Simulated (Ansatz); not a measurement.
# KBr (Fm-3m) in Ansatz: a series of runs

The runs below take KBr through single point, with HSE(alpha, omega).

Everything below comes from runs of Ansatz 0.2.0. Logs are shortened: lines on timing, memory, paths and dates and some standing lists are left out, and cuts for length are marked.

## Step 1: The structure

It takes space group Fm-3m (No. 225, cubic). The conventional cell has a = 6.600 Å, b = 6.600 Å, c = 6.600 Å, α = 90.00°, β = 90.00°, γ = 90.00°. Br (site symmetry m-3m) has 6 K at 3.30 Å as nearest neighbours. Around K (site symmetry m-3m) lie 6 Br at 3.30 Å.

## Step 2: Single point, HSE(alpha, omega)

input.yaml reads:

```yaml
crystal:
  lattice:
    - [0.0, 3.3, 3.3]
    - [3.3, 0.0, 3.3]
    - [3.3, 3.3, 0.0]
  atoms:
    - { symbol: Br, position: [0.5, 0.5, 0.5] }
    - { symbol: K, position: [0.0, 0.0, 0.0] }
kpoints:
  mp_grid: { grid: [4, 4, 4] }
scf:
  occupations: { method: fermi_dirac, width: 0.05 }
hamiltonian:
  xc: { preset: hse06, exx: { coeff: 0.05, omega: 0.2 } }
  pseudopotentials: { kind: all_electron, datasets: crystal }
output:
  forces: true
  stress: true
```

Potentials or basis: all-electron PAW datasets made for the crystal.

Launch:

```sh
$ ansatz run input.yaml --threads 1 --pin off --max-ram 3072MiB --backend cpu --events-out ev --progress --plain --runs-dir out
```

The program printed:

```text
Warning: RAYON_NUM_THREADS=1 ignored (pool sized by the plan → 1); use --threads N
hamiltonian.pseudopotentials.datasets: crystal makes datasets for this crystal and solves the spheres of its atoms anew in each pass: cutoff 220.0 eV, the density's 880.0 eV;, for an error of 0.50 meV an atom under PBE, 1.0 meV for the cell; an energy difference from a run of another recipe may be off by several times the error for the cell, under r2SCAN by more, where some 0.1 meV an atom stays at smaller errors; K in spheres of 1.376 Å, 9 of its electrons in bands; Br in spheres of 1.376 Å, 7 of its electrons in bands
Engine: ansatz 0.2.0, aarch64-unknown-linux-gnu
Pseudopotentials: kind: all_electron
Pseudopotential: Br, paw, valence charge 7, recommended cutoff 220 eV (normal), crystal/all_electron/pbe/scalar/gaussian/Br, Koelling and Harmon's equation, gaussian nucleus
Pseudopotential: K, paw, valence charge 9, recommended cutoff 220 eV (normal), crystal/all_electron/pbe/scalar/gaussian/K, Koelling and Harmon's equation, gaussian nucleus
Functional definition: unnamed
  parameter a_1 = 0.05
  parameter omega_1 = 0.2/angstrom
  exchange = pbe_x + (-a_1)*pbe_x_sr(omega_1) + a_1*exact_x_sr(omega_1)
  correlation = pbe_c
Crystal: 2 atoms, lattice volume = 71.874 Å³
Basis set: ecut = 220 eV, 531 PW (Γ), exchange–correlation on 48×48×48 points (8 copies of the dense FFT grid, shifted against one another)
Bands: 12, of which v1, the nominal top of the filled ones, is band 8 counted from 1 (7 counted from 0)
Symmetry: 48 space group operations
Space group: Fm-3m (ITA 225), of the structure as read, at distance tolerance 4.2e-5 Å
k-points: 8 of 64
Non-local potential: Br, projectors of the file, l = 0: 2, l = 1: 1
Non-local potential: K, projectors of the file, l = 0: 2, l = 1: 3, l = 2: 2
PAW form: soft (Blöchl's): semilocal exchange-correlation on the pseudo side does not see the compensation charge
PAW one-centre angular grid: Br, 110 points (default); XC on its mesh's 1905 points in the sphere
PAW one-centre angular grid: K, 110 points (default); XC on its mesh's 1971 points in the sphere
Initial density: superposition of atomic densities (neutral atoms: chi_scale 0, normalization atom)
Initial wavefunctions: pseudopotential atomic-orbital guess
Functional: x = pbe(κ = 0.804, μ = 0.2195149727645171) + 0.05 (exact − pbe) at short range (hse, ω = 0.2 Å⁻¹), c = pbe(β = 0.06672455060314922)
iter 1 solved again at ethr=4.54e-3 eV; its pass at ethr=1.00e-1 eV (dr2=7.26e-1 eV) is discarded
SCF iter   1: F=—  HF=-87313.487447 eV  |F-HF|=—  |Δ(HF+E_count)|=         —  Δρ=1.85e-2  dr2=6.96e-1  ethr=4.54e-3  ⟨swp⟩=4.6  Hψ=557  notcnv=0
preconditioner: auto → none  [insulator: Δε(μ)=4.939 eV  Ē_g=14.847 eV  σ=0.050 eV  W_gap=1.00  n_scr=14 (ndim 8)  ℏωp=16.4 eV  f_vac=0.000  D(μ)=0.00/eV (n_scr^D=0)]
iter 2 solved again at ethr=2.39e-4 eV; its pass at ethr=4.35e-3 eV (dr2=3.82e-2 eV) is discarded
SCF iter   2: F=—  HF=-87313.286540 eV  |F-HF|=—  |Δ(HF+E_count)|=   2.01e-1  Δρ=7.73e-3  dr2=3.82e-2  ethr=2.39e-4  ⟨swp⟩=2.4  Hψ=480  notcnv=0  defer=4
SCF iter   3: F=—  HF=-87313.295428 eV  |F-HF|=—  |Δ(HF+E_count)|=   8.89e-3  Δρ=3.50e-3  dr2=8.66e-3  ethr=2.39e-4  ⟨swp⟩=2.8  Hψ=201  notcnv=0  defer=2
SCF iter   4: F=—  HF=-87313.300755 eV  |F-HF|=—  |Δ(HF+E_count)|=   5.33e-3  Δρ=8.02e-4  dr2=6.74e-4  ethr=5.41e-5  ⟨swp⟩=3.2  Hψ=216  notcnv=0
SCF iter   5: F=—  HF=-87313.301900 eV  |F-HF|=—  |Δ(HF+E_count)|=   1.14e-3  Δρ=1.40e-4  dr2=2.59e-5  ethr=4.21e-6  ⟨swp⟩=3.0  Hψ=206  notcnv=0
SCF iter   6: F=—  HF=-87313.639342 eV  |F-HF|=—  |Δ(HF+E_count)|=         —  Δρ=7.34e-4  dr2=2.34e-4  ethr=1.62e-7  ⟨swp⟩=6.6  Hψ=441  notcnv=0  defer=3
SCF iter   7: F=—  HF=-87313.639125 eV  |F-HF|=—  |Δ(HF+E_count)|=   2.17e-4  Δρ=1.95e-4  dr2=1.44e-5  ethr=1.62e-7  ⟨swp⟩=4.1  Hψ=308  notcnv=0
SCF iter   8: F=—  HF=-87313.639080 eV  |F-HF|=—  |Δ(HF+E_count)|=   4.58e-5  Δρ=5.43e-5  dr2=1.62e-6  ethr=9.02e-8  ⟨swp⟩=3.0  Hψ=198  notcnv=0
SCF iter   9: F=—  HF=-87313.639080 eV  |F-HF|=—  |Δ(HF+E_count)|=   5.26e-7  Δρ=3.98e-6  dr2=1.45e-8  ethr=1.01e-8  ⟨swp⟩=3.0  Hψ=248  notcnv=0
SCF iter  10: F=—  HF=-87313.639094 eV  |F-HF|=—  |Δ(HF+E_count)|=   1.37e-5  Δρ=1.82e-5  dr2=2.70e-8  ethr=9.06e-11  ⟨swp⟩=4.0  Hψ=244  notcnv=0
SCF iter  11: F=-87313.639094 eV  HF=-87313.639094 eV  |F-HF|=4.45e-9  |Δ(HF+E_count)|=   9.67e-8  Δρ=3.07e-6  dr2=1.26e-9  ethr=9.06e-11  ⟨swp⟩=3.2  Hψ=188  notcnv=0
SCF 1 converged in 11 iterations: F = -87313.639094 eV  dr2 = 1.26e-9
  Residual-converged pass: ⟨swp⟩=3.0  Hψ=193  notcnv=0  max |occ|·‖R‖ = 4.0e-6 eV (tolerance 5.3e-6 eV)  dr2=1.41e-9  dr2_onsite=4.06e-9  max |Δocc| = 0.0e0
hybrid outer 1: dexx = +4.734e-13 eV
hybrid SCF converged: 1 outer / 11 inner (+0 warm-up), last move |dexx| = 4.73e-13 eV
Stability not checked: this state was not tested for a lower state beside it, because the functional holds exact exchange (a hybrid, or Hartree-Fock), whose exchange loop this test does not read (fock_operator; see scf.lower_state_search)
Free energy (F): -87313.639094 eV
Harris-Foulkes:  -87313.639094 eV  (|F-HF|=4.45e-9)
Internal energy: -87313.639094 eV  (E = F + TS)
E sigma→0 (E₀):  -87313.639094 eV
Past the cutoff: the bands carry plane waves up to 1.75 times it, of which those up to 1.5 times it add -0.000088 eV an atom, each by itself; the spheres take 0.000162 eV an atom off the energy for waves past 1.75 times it
Past the cutoffs: a stress includes 0.0002 GPa for waves and charges beyond them, in addition to the slope of what the spheres take
In the spheres:  the bands' charges fall short by 2.8e-7 e at most (sound up to 1e-3)
Fermi energy:    4.331968 eV
--- Per-component energies (eV) ---
  E_band       = -121.552693
  E_kinetic    = 215.230522
  E_local      = -620.150092  (includes V_loc(G=0)·N_el)
  E_nonlocal   = 41.200881
  E_hartree    = 293.613146
  E_xc         = -123.065490
  E_vxc        = -157.219958  (∫ρ·V_xc dr)
  E_exx        = -7.516286  (= α·E_x^exact, valence–valence)
  E_paw        = -87619.833293  (= ΣΔE_a)
  E_vpaw       = -1479.675039  (= ΣTr[D̂ρ^β])
  E_ewald      = -799.985846
  E_smearing   = -0.000000  (= −TS)
  E_closure    = 1306.867364  (closes the sum)
  Σ components = -87313.639094   (vs F -87313.639094, Δ=0.00e0)
  The terms above E_closure are by the made datasets' own strengths, without shells solved beside the bands.
--- Forces (eV/Å), atoms counted from 1 ---
  atom   1  Br    -0.00000000     0.00000000    -0.00000000
  atom   2  K      0.00000000     0.00000000     0.00000000
  max |Σ_I F_I| component: 8.10e-18 eV/Å
--- Stress (GPa, compression-positive) ---
        0.667148       0.000000      -0.000000
       -0.000000       0.667148       0.000000
       -0.000000      -0.000000       0.667148
  P = ⅓ Tr σ = 0.6671 GPa (6.671 kbar)
--- Band table (eV; the first three rows and the last of 8) ---
  k-point 0: bands = ["-26.2528", "-10.5387", "-9.4592", "-9.4592", "-9.4592", "1.9623", "1.9623", "1.9623", "6.6319", "9.8447"]
  k-point 1: bands = ["-26.2499", "-10.6345", "-9.4617", "-9.4617", "-9.3263", "1.2873", "1.7876", "1.7876", "7.8884", "9.7134"]
  k-point 2: bands = ["-26.2471", "-10.7143", "-9.4643", "-9.4643", "-9.2084", "0.7722", "1.6261", "1.6261", "8.7854", "10.4738"]
  k-point 7: bands = ["-26.2454", "-10.5345", "-9.5227", "-9.5227", "-9.3626", "1.3678", "1.3678", "1.4201", "9.6069", "9.6069"]
```

Wall time 16 s (1 thread of Arm Neoverse V1, shared host); peak memory 0.55 GiB.

Results:

* Free energy: -87313.6391 eV
* Pressure: 0.7 GPa
* Band gap on the k mesh: 4.67 eV, direct

## Step 3: Single point, HSE(alpha, omega)

input.yaml, as its differences from that of step 2:

```diff
@@ -13,3 +13,3 @@
 hamiltonian:
-  xc: { preset: hse06, exx: { coeff: 0.05, omega: 0.2 } }
+  xc: { preset: hse06, exx: { coeff: 0.1, omega: 0.2 } }
   pseudopotentials: { kind: all_electron, datasets: crystal }
```

Potentials or basis: all-electron PAW datasets made for the crystal.

Launch:

```sh
$ ansatz run input.yaml --threads 1 --pin off --max-ram 3072MiB --backend cpu --events-out ev --progress --plain --runs-dir out
```

Run time: 16 s. Hardware: 1 thread of Arm Neoverse V1, shared host; peak memory 0.55 GiB.

It converged, with:

* Free energy: -87313.9834 eV
* Pressure: 0.6 GPa
* Band gap on the k mesh: 4.91 eV, direct

Levels at points of the mesh, in eV from the valence-band top:
```tsv
k point	band 5	band 6	band 7	band 8	band 9	band 10
(0.00, 0.00, 0.00)	-11.59	0.00	0.00	0.00	4.91	8.16
(0.00, 0.00, -0.50)	-11.33	-1.20	-0.34	-0.34	7.06	8.79
(0.00, -0.50, -0.50)	-11.62	-0.84	-0.29	-0.29	6.35	7.72
```

## Step 4: Single point, HSE(alpha, omega)

input.yaml, as its differences from that of step 3:

```diff
@@ -13,3 +13,3 @@
 hamiltonian:
-  xc: { preset: hse06, exx: { coeff: 0.1, omega: 0.2 } }
+  xc: { preset: hse06, exx: { coeff: 0.15, omega: 0.2 } }
   pseudopotentials: { kind: all_electron, datasets: crystal }
```

Potentials or basis: all-electron PAW datasets made for the crystal.

Launch:

```sh
$ ansatz run input.yaml --threads 1 --pin off --max-ram 3072MiB --backend cpu --events-out ev --progress --plain --runs-dir out
```

The program printed:

```text
Warning: RAYON_NUM_THREADS=1 ignored (pool sized by the plan → 1); use --threads N
hamiltonian.pseudopotentials.datasets: crystal makes datasets for this crystal and solves the spheres of its atoms anew in each pass: cutoff 220.0 eV, the density's 880.0 eV;, for an error of 0.50 meV an atom under PBE, 1.0 meV for the cell; an energy difference from a run of another recipe may be off by several times the error for the cell, under r2SCAN by more, where some 0.1 meV an atom stays at smaller errors; K in spheres of 1.376 Å, 9 of its electrons in bands; Br in spheres of 1.376 Å, 7 of its electrons in bands
Engine: ansatz 0.2.0, aarch64-unknown-linux-gnu
Pseudopotentials: kind: all_electron
Pseudopotential: Br, paw, valence charge 7, recommended cutoff 220 eV (normal), crystal/all_electron/pbe/scalar/gaussian/Br, Koelling and Harmon's equation, gaussian nucleus
Pseudopotential: K, paw, valence charge 9, recommended cutoff 220 eV (normal), crystal/all_electron/pbe/scalar/gaussian/K, Koelling and Harmon's equation, gaussian nucleus
Functional definition: unnamed
  parameter a_1 = 0.15
  parameter omega_1 = 0.2/angstrom
  exchange = pbe_x + (-a_1)*pbe_x_sr(omega_1) + a_1*exact_x_sr(omega_1)
  correlation = pbe_c
Crystal: 2 atoms, lattice volume = 71.874 Å³
Basis set: ecut = 220 eV, 531 PW (Γ), exchange–correlation on 48×48×48 points (8 copies of the dense FFT grid, shifted against one another)
[... 49 lines left out ...]
  E_vpaw       = -1456.940426  (= ΣTr[D̂ρ^β])
  E_ewald      = -799.985846
  E_smearing   = -0.000000  (= −TS)
  E_closure    = 1290.980363  (closes the sum)
  Σ components = -87314.334773   (vs F -87314.334773, Δ=0.00e0)
  The terms above E_closure are by the made datasets' own strengths, without shells solved beside the bands.
--- Forces (eV/Å), atoms counted from 1 ---
  atom   1  Br     0.00000000    -0.00000000     0.00000000
  atom   2  K      0.00000000     0.00000000     0.00000000
  max |Σ_I F_I| component: 8.10e-18 eV/Å
--- Stress (GPa, compression-positive) ---
        0.562516      -0.000000      -0.000000
       -0.000000       0.562516      -0.000000
       -0.000000       0.000000       0.562516
  P = ⅓ Tr σ = 0.5625 GPa (5.625 kbar)
--- Band table (eV; the first three rows and the last of 8) ---
  k-point 0: bands = ["-27.4755", "-11.2990", "-10.1397", "-10.1397", "-10.1397", "1.6118", "1.6118", "1.6118", "6.7560", "10.0482"]
  k-point 1: bands = ["-27.4727", "-11.3932", "-10.1419", "-10.1419", "-10.0046", "0.9286", "1.4348", "1.4348", "8.0206", "9.8888"]
  k-point 2: bands = ["-27.4698", "-11.4722", "-10.1441", "-10.1441", "-9.8836", "0.3978", "1.2704", "1.2704", "8.9054", "10.6776"]
  k-point 7: bands = ["-27.4680", "-11.2888", "-10.2043", "-10.2043", "-10.0413", "1.0019", "1.0019", "1.0591", "9.7708", "9.7708"]
```

Wall time 15 s (1 thread of Arm Neoverse V1, shared host); peak memory 0.55 GiB.

What came out:

```yaml
Free_energy: -87314.3348 eV
Pressure: 0.6 GPa
Band_gap_on_the_k_mesh: 5.14 eV, direct
```

## Step 5: Single point, HSE(alpha, omega)

input.yaml, as its differences from that of step 4:

```diff
@@ -13,3 +13,3 @@
 hamiltonian:
-  xc: { preset: hse06, exx: { coeff: 0.15, omega: 0.2 } }
+  xc: { preset: hse06, exx: { coeff: 0.2, omega: 0.2 } }
   pseudopotentials: { kind: all_electron, datasets: crystal }
```

Potentials or basis: all-electron PAW datasets made for the crystal.

Launch:

```sh
$ ansatz run input.yaml --threads 1 --pin off --max-ram 3072MiB --backend cpu --events-out ev --progress --plain --runs-dir out
```

The program printed:

```text
Warning: RAYON_NUM_THREADS=1 ignored (pool sized by the plan → 1); use --threads N
hamiltonian.pseudopotentials.datasets: crystal makes datasets for this crystal and solves the spheres of its atoms anew in each pass: cutoff 220.0 eV, the density's 880.0 eV;, for an error of 0.50 meV an atom under PBE, 1.0 meV for the cell; an energy difference from a run of another recipe may be off by several times the error for the cell, under r2SCAN by more, where some 0.1 meV an atom stays at smaller errors; K in spheres of 1.376 Å, 9 of its electrons in bands; Br in spheres of 1.376 Å, 7 of its electrons in bands
Engine: ansatz 0.2.0, aarch64-unknown-linux-gnu
Pseudopotentials: kind: all_electron
Pseudopotential: Br, paw, valence charge 7, recommended cutoff 220 eV (normal), crystal/all_electron/pbe/scalar/gaussian/Br, Koelling and Harmon's equation, gaussian nucleus
Pseudopotential: K, paw, valence charge 9, recommended cutoff 220 eV (normal), crystal/all_electron/pbe/scalar/gaussian/K, Koelling and Harmon's equation, gaussian nucleus
Functional definition: unnamed
  parameter a_1 = 0.2
  parameter omega_1 = 0.2/angstrom
  exchange = pbe_x + (-a_1)*pbe_x_sr(omega_1) + a_1*exact_x_sr(omega_1)
  correlation = pbe_c
Crystal: 2 atoms, lattice volume = 71.874 Å³
Basis set: ecut = 220 eV, 531 PW (Γ), exchange–correlation on 48×48×48 points (8 copies of the dense FFT grid, shifted against one another)
Bands: 12, of which v1, the nominal top of the filled ones, is band 8 counted from 1 (7 counted from 0)
Symmetry: 48 space group operations
Space group: Fm-3m (ITA 225), of the structure as read, at distance tolerance 4.2e-5 Å
k-points: 8 of 64
Non-local potential: Br, projectors of the file, l = 0: 2, l = 1: 1
Non-local potential: K, projectors of the file, l = 0: 2, l = 1: 3, l = 2: 2
PAW form: soft (Blöchl's): semilocal exchange-correlation on the pseudo side does not see the compensation charge
PAW one-centre angular grid: Br, 110 points (default); XC on its mesh's 1905 points in the sphere
PAW one-centre angular grid: K, 110 points (default); XC on its mesh's 1971 points in the sphere
Initial density: superposition of atomic densities (neutral atoms: chi_scale 0, normalization atom)
Initial wavefunctions: pseudopotential atomic-orbital guess
[... 26 lines left out ...]
Past the cutoffs: a stress includes 0.0006 GPa for waves and charges beyond them, in addition to the slope of what the spheres take
In the spheres:  the bands' charges fall short by 2.2e-6 e at most (sound up to 1e-3)
Fermi energy:    4.160971 eV
--- Per-component energies (eV) ---
  E_band       = -136.864499
  E_kinetic    = 215.877990
  E_local      = -620.017365  (includes V_loc(G=0)·N_el)
  E_nonlocal   = 41.094413
  E_hartree    = 293.574485
  E_xc         = -108.923606
  E_vxc        = -138.228160  (∫ρ·V_xc dr)
  E_exx        = -30.100620  (= α·E_x^exact, valence–valence)
  E_paw        = -87589.331126  (= ΣΔE_a)
  E_vpaw       = -1445.658094  (= ΣTr[D̂ρ^β])
  E_ewald      = -799.985846
  E_smearing   = -0.000000  (= −TS)
  E_closure    = 1283.118473  (closes the sum)
  Σ components = -87314.693202   (vs F -87314.693202, Δ=0.00e0)
  The terms above E_closure are by the made datasets' own strengths, without shells solved beside the bands.
--- Forces (eV/Å), atoms counted from 1 ---
  atom   1  Br    -0.00000000     0.00000000     0.00000000
  atom   2  K      0.00000000     0.00000000     0.00000000
  max |Σ_I F_I| component: 6.59e-17 eV/Å
--- Stress (GPa, compression-positive) ---
        0.509494      -0.000000      -0.000000
        0.000000       0.509494       0.000000
       -0.000000       0.000000       0.509494
  P = ⅓ Tr σ = 0.5095 GPa (5.095 kbar)
--- Band table (eV; the first three rows and the last of 8) ---
  k-point 0: bands = ["-28.0865", "-11.6797", "-10.4797", "-10.4797", "-10.4797", "1.4346", "1.4346", "1.4346", "6.8189", "10.1478"]
  k-point 1: bands = ["-28.0836", "-11.7730", "-10.4817", "-10.4817", "-10.3436", "0.7477", "1.2565", "1.2565", "8.0870", "9.9743"]
  k-point 2: bands = ["-28.0807", "-11.8515", "-10.4837", "-10.4837", "-10.2211", "0.2096", "1.0907", "1.0907", "8.9652", "10.7768"]
  k-point 7: bands = ["-28.0789", "-11.6664", "-10.5447", "-10.5447", "-10.3805", "0.8174", "0.8174", "0.8771", "9.8508", "9.8508"]
```

It took 18 s on 1 thread of Arm Neoverse V1, shared host; peak memory 0.56 GiB.

Results:

```
Free energy            : -87314.6932 eV
Pressure               : 0.5 GPa
Band gap on the k mesh : 5.38 eV, direct
```

## Step 6: Overview

```csv
share of exact exchange,gap on the mesh (eV),pressure (GPa)
0.05,4.67,0.7
0.1,4.91,0.6
0.15,5.14,0.6
0.2,5.38,0.5
```

Alike in all rows: task single point; level HSE(alpha, omega); potentials or basis all-electron PAW datasets made for the crystal; no spin polarisation; cell as given; k mesh 4 × 4 × 4; cutoff (eV) 220; smearing fermi-dirac 0.05 eV.

On the cell as given the gap runs from 4.67 eV (HSE(alpha, omega)) to 5.38 eV (HSE(alpha, omega)).

Compare energies only between runs with the same functional and basis.
